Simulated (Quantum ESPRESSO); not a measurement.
# In2Se2, 1 layer, stepped through the field along the normal, part 2 of 4

What law, if any, do the results for In2Se2, 1 layer follow against the field along the normal?

Quantum ESPRESSO 7.5; plane-wave DFT, PBE, GBRV ultrasoft pseudopotentials.

So far. Step 2 (Relaxing cell and ions of the reference):  The last row is no step: it is a fresh SCF in the final cell with a new plane-wave basis, +1 meV from the row before.

**3. SCF with pw.x, 0 V/Å**

The self-consistent run of this member.

Level of this step: plane-wave DFT, PBE, GBRV ultrasoft pseudopotentials (Quantum ESPRESSO 7.5).

File m0.scf.in:

```
&control
  prefix = 'm0.scf'
  outdir = './out'
  pseudo_dir = './pseudo'
  calculation = 'scf'
  tprnfor = .true.
  tefield = .true.
  dipfield = .true.
/
&system
  ibrav = 0
  nat = 4
  ntyp = 2
  ecutwfc = 40
  ecutrho = 200
  occupations = 'smearing'
  smearing = 'fd'
  degauss = 0.002
  edir = 3
  emaxpos = 0.97
  eopreg = 0.04
  eamp = 0.0
  nbnd = 25
/
&electrons
  conv_thr = 1e-09
  mixing_beta = 0.4
  electron_maxstep = 120
  mixing_mode = 'plain'
/
ATOMIC_SPECIES
  Se  78.9710  se_pbe_v1.uspp.F.UPF
  In  114.8180  in_pbe_v1.4.uspp.F.UPF
CELL_PARAMETERS angstrom
  4.02853133900000 0.00000000000000 0.00000000000000
  -2.01426566900000 3.48881047900000 0.00000000000000
  0.00000000000000 0.00000000000000 22.14290946400000
ATOMIC_POSITIONS crystal
  Se  0.333333333300 0.666666666700 0.378510643300
  In  0.000000000000 0.000000000000 0.436915790100
  In  0.000000000000 0.000000000000 0.563084209900
  Se  0.333333333300 0.666666666700 0.621489356700
K_POINTS automatic
  6 6 1 0 0 0
```

Launch:

```
OMP_NUM_THREADS=1 mpirun -n 4 pw.x -nk 2 -in m0.scf.in > m0.scf.out
```

Log:

```text
[banner, memory and clock lines left out]
Program PWSCF v.7.5 starts
[citation notice left out]

[...]
bravais-lattice index     =            0
     lattice parameter (alat)  =       7.6128  a.u.
     unit-cell volume          =    2100.1746 (a.u.)^3
     number of atoms/cell      =            4
     number of atomic types    =            2
     number of electrons       =        38.00
     number of Kohn-Sham states=           25
     kinetic-energy cutoff     =      40.0000  Ry
     charge density cutoff     =     200.0000  Ry
     scf convergence threshold =      1.0E-09
     mixing beta               =       0.4000
     number of iterations used =            8  plain     mixing
     Exchange-correlation=  SLA  PW   PBX  PBC
                           (   1   4   3   4   0   0   0)

[...]
PseudoPot. # 1 for Se read from file:
     ./pseudo/se_pbe_v1.uspp.F.UPF
     Pseudo is Ultrasoft + core correction, Zval =  6.0
     Generated by new atomic code, or converted to UPF format
     Using radial grid of  877 points,  6 beta functions with:
                l(1) =   0
                l(2) =   0
                l(3) =   1
                l(4) =   1
                l(5) =   2
                l(6) =   2
     Q(r) pseudized with  8 coefficients,  rinner =    1.300   1.300   1.300
                                                       1.300   1.300

     PseudoPot. # 2 for In read from file:
     ./pseudo/in_pbe_v1.4.uspp.F.UPF
     Pseudo is Ultrasoft + core correction, Zval = 13.0
     Generated by new atomic code, or converted to UPF format
     Using radial grid of  889 points,  6 beta functions with:
                l(1) =   0
                l(2) =   0
                l(3) =   1
                l(4) =   1
                l(5) =   2
                l(6) =   2
     Q(r) pseudized with  6 coefficients,  rinner =    1.400   1.400   1.400
                                                       1.400   1.400

     atomic species   valence    mass     pseudopotential
     Se                6.00    78.97100     Se( 1.00)
     In               13.00   114.81800     In( 1.00)

     No symmetry found

[...]
number of k points=    20  Fermi-Dirac smearing, width (Ry)=  0.0020
[...]
Dense  grid:   100449 G-vectors     FFT dimensions: (  36,  36, 192)

     Smooth grid:    71905 G-vectors     FFT dimensions: (  32,  32, 180)

     Initial potential from superposition of free atoms

     starting charge      34.9999, renormalised to      38.0000

     negative rho (up, down):  3.708E-04 0.000E+00

     Adding external electric field

     Computed dipole along edir(3) :
        Dipole                0.0000 Ry au,          0.0000 Debye
        Dipole field          0.0000 Ry au,

        Potential amp.       -0.0000 Ry
        Total length         40.1703 bohr

     Starting wfcs are   26 randomized atomic wfcs

     per-process dynamical memory:    51.0 Mb

     Self-consistent Calculation

     iteration #  1     ecut=    40.00 Ry     beta= 0.40
     Davidson diagonalization with overlap
     ethr =  1.00E-02,  avg # of iterations =  4.2

     negative rho (up, down):  2.997E-04 0.000E+00

     Adding external electric field

     Computed dipole along edir(3) :
        Dipole                0.0002 Ry au,          0.0005 Debye
        Dipole field          0.0000 Ry au,

        Potential amp.       -0.0001 Ry
        Total length         40.1703 bohr

     total energy              =    -353.46897897 Ry
     estimated scf accuracy    <       4.00925380 Ry

     iteration #  2     ecut=    40.00 Ry     beta= 0.40
[...]
negative rho (up, down):  3.123E-04 0.000E+00

[...]
Dipole               -0.0002 Ry au,         -0.0006 Debye
[...]
total energy              =    -354.28159875 Ry
     estimated scf accuracy    <       0.10119689 Ry

     iteration #  3     ecut=    40.00 Ry     beta= 0.40
[...]
negative rho (up, down):  3.521E-04 0.000E+00

[...]
Dipole                0.0004 Ry au,          0.0010 Debye
[...]
total energy              =    -354.30091068 Ry
     estimated scf accuracy    <       0.07035335 Ry

     iteration #  4     ecut=    40.00 Ry     beta= 0.40
[...]
negative rho (up, down):  4.218E-04 0.000E+00

[...]
Dipole               -0.0023 Ry au,         -0.0058 Debye
[...]
total energy              =    -354.30805951 Ry
     estimated scf accuracy    <       0.00761248 Ry

     iteration #  5     ecut=    40.00 Ry     beta= 0.40
[...]
negative rho (up, down):  3.983E-04 0.000E+00

[...]
Dipole                0.0101 Ry au,          0.0255 Debye
[...]
total energy              =    -354.30857361 Ry
     estimated scf accuracy    <       0.00027463 Ry

     iteration #  6     ecut=    40.00 Ry     beta= 0.40
[...]
c_bands:  1 eigenvalues not converged
[...]
negative rho (up, down):  3.909E-04 0.000E+00

[...]
Dipole               -0.0056 Ry au,         -0.0141 Debye
[...]
total energy              =    -354.30863781 Ry
     estimated scf accuracy    <       0.00022744 Ry

[...]
iteration #  9     ecut=    40.00 Ry     beta= 0.40
[...]
negative rho (up, down):  3.913E-04 0.000E+00

[...]
Dipole               -0.0000 Ry au,         -0.0000 Debye
[...]
total energy              =    -354.30867737 Ry
     estimated scf accuracy    <       0.00000022 Ry

     iteration # 10     ecut=    40.00 Ry     beta= 0.40
[...]
negative rho (up, down):  3.916E-04 0.000E+00

[...]
Dipole               -0.0000 Ry au,         -0.0000 Debye
[...]
total energy              =    -354.30867741 Ry
     estimated scf accuracy    <       0.00000003 Ry

     iteration # 11     ecut=    40.00 Ry     beta= 0.40
[...]
negative rho (up, down):  3.918E-04 0.000E+00

[...]
Dipole                0.0000 Ry au,          0.0000 Debye
[...]
total energy              =    -354.30867745 Ry
     estimated scf accuracy    <          2.8E-09 Ry

     iteration # 12     ecut=    40.00 Ry     beta= 0.40
[...]
negative rho (up, down):  3.924E-04 0.000E+00

[...]
Dipole               -0.0000 Ry au,         -0.0000 Debye
[...]
End of self-consistent calculation

          k = 0.0000 0.0000 0.0000 (  9007 PWs)   bands (ev):

   -15.6735 -15.4877 -15.4877 -15.4043 -15.4043 -15.3979 -15.3979 -15.2220
   -15.2220 -15.1916 -14.1688 -14.0365  -6.9999  -4.6872  -2.1133  -2.1133
    -2.0383  -2.0383  -1.7280  -0.0533   1.1665   3.4017   3.4017   3.8379
     3.9403

          k = 0.0000 0.1925 0.0000 (  8985 PWs)   bands (ev):

   -15.6745 -15.5641 -15.4931 -15.4849 -15.4048 -15.3860 -15.3840 -15.2606
   -15.2242 -15.1305 -13.9083 -13.7892  -6.8778  -4.8416  -3.2908  -3.0566
    -2.4192  -2.3095  -1.6584   0.8645   1.8359   2.7392   3.6064   3.6429
     4.1596

[...]
the Fermi energy is    -0.8408 ev

!    total energy              =    -354.30867746 Ry
     estimated scf accuracy    <          1.9E-10 Ry
     smearing contrib. (-TS)   =      -0.00000000 Ry
     internal energy E=F+TS    =    -354.30867746 Ry

     The total energy is F=E-TS. E is the sum of the following terms:
     one-electron contribution =   -1317.61111684 Ry
     hartree contribution      =     673.40644940 Ry
     xc contribution           =    -134.97095600 Ry
     ewald contribution        =     424.86694598 Ry
     electric field correction =       0.00000000 Ry

     convergence has been achieved in  12 iterations

     negative rho (up, down):  3.924E-04 0.000E+00

     Forces acting on atoms (cartesian axes, Ry/au):

     atom    1 type  1   force =    -0.00000008   -0.00000001   -0.00310908
     atom    2 type  2   force =    -0.00000012    0.00000026   -0.00190542
     atom    3 type  2   force =     0.00000022   -0.00000025    0.00190810
     atom    4 type  1   force =    -0.00000002   -0.00000001    0.00310640

     Total force =     0.005156     Total SCF correction =     0.000033

[...]
```

Elapsed: 21 s, on 4 MPI ranks of Intel Xeon Platinum 8375C at 2.90GHz (Ice Lake), shared host; peak memory 0.61 GiB.

Read from the output:

| Item | Value |
| --- | --- |
| free energy | -4820.6151 eV |
| Fermi energy | -0.8408 eV |
| dipole along the normal | 0 e·Å |
| valence top, on the run's zero | -1.658 eV |
| conduction bottom, on the run's zero | -0.05326 eV |
| gap by band count | 1.605 eV |

**4. Electrostatic potential, 0 V/Å**

plot_num = 11 writes the bare and Hartree potential, from which vacuum levels or, in a crystal, the mean potential are read.

File m0.pot.in:

```
&inputpp
  prefix = 'm0.scf'
  outdir = './out'
  filplot = 'm0.pot.dat'
  plot_num = 11
/
```

Launch:

```
OMP_NUM_THREADS=1 mpirun -n 4 pp.x -in m0.pot.in > m0.pot.out
```

Log:

```text
[banner, memory and clock lines left out]
Program POST-PROC v.7.5 starts

          URL

     ./out/m0.scf.save/

     IMPORTANT: XC functional enforced from input :
     Exchange-correlation= PBE
                           (   1   4   3   4   0   0   0)
     Any further DFT definition will be discarded
     Please, verify this is what you really want

     negative rho (up, down):  3.924E-04 0.000E+00

     Adding external electric field

     Computed dipole along edir(3) :
        Dipole               -0.0000 Ry au,         -0.0000 Debye
        Dipole field         -0.0000 Ry au,

        Potential amp.        0.0000 Ry
        Total length         40.1703 bohr

     Calling punch_plot, plot_num =  11

     Adding external electric field

     Computed dipole along edir(3) :
        Dipole               -0.0000 Ry au,         -0.0000 Debye
        Dipole field         -0.0000 Ry au,

        Potential amp.        0.0000 Ry
        Total length         40.1703 bohr

     Writing data to file  m0.pot.dat
     Message from routine chdens:
     namelist plot not found or invalid, exiting
```

Wall time 1.5 s (4 MPI ranks); peak memory 0.12 GiB.

This step gave:

- slope of the potential above: 4.17e-5 eV/Å
- upper vacuum line continued to the top atoms, over the valence top: 5.985 eV
- slope of the potential below: -3.44e-5 eV/Å
- lower vacuum line continued to the bottom atoms, over the valence top: 5.985 eV
- vacuum level at the upper face over the valence top of the mesh: 5.986 eV
- vacuum level at the lower face over the valence top of the mesh: 5.986 eV

Electrostatic potential energy of an electron, with the sawtooth; zero at the highest filled level of the SCF mesh. Table of potential energy, planar mean by z:

```tsv
z (Å)	potential energy, planar mean (eV)
0.0	5.99
0.5	5.99
1.0	5.99
1.5	5.99
2.0	5.99
2.5	5.99
3.0	5.99
3.5	5.99
4.0	5.99
4.5	5.99
5.0	5.98
5.5	5.98
6.0	5.95
6.5	5.84
7.0	5.33
7.5	3.19
8.0	-4.67
8.5	-9.63
9.0	-6.99
9.5	-8.87
10.0	-6.94
10.5	-0.176
11.0	3.02
11.5	1.37
12.0	-5.18
12.5	-9.08
13.0	-7.14
13.5	-8.98
14.0	-7.21
14.5	1.70
15.0	5.00
15.5	5.76
16.0	5.93
16.5	5.97
17.0	5.98
17.5	5.98
18.0	5.99
18.5	5.99
19.0	5.99
19.5	5.99
20.0	5.99
20.5	5.99
21.0	5.99
21.5	5.99
22.0	5.99
```

(Part 2 of 4 ends here.)

[Logs are printed without paths, hosts, clocks, repeated set-up lines and the standing remarks that a program may print on its own settings, such as how far it seeks lower states.]

[Hosts, paths, dates, database ids (printed as entryN), source tags and the programs' standing remarks are cut or masked in the printed files.]

[Maps of the electrostatic potential energy from Ansatz leave out the sawtooth potential of an applied field or a dipole correction, so their vacuum need not be flat; planar profiles and work functions include it.]
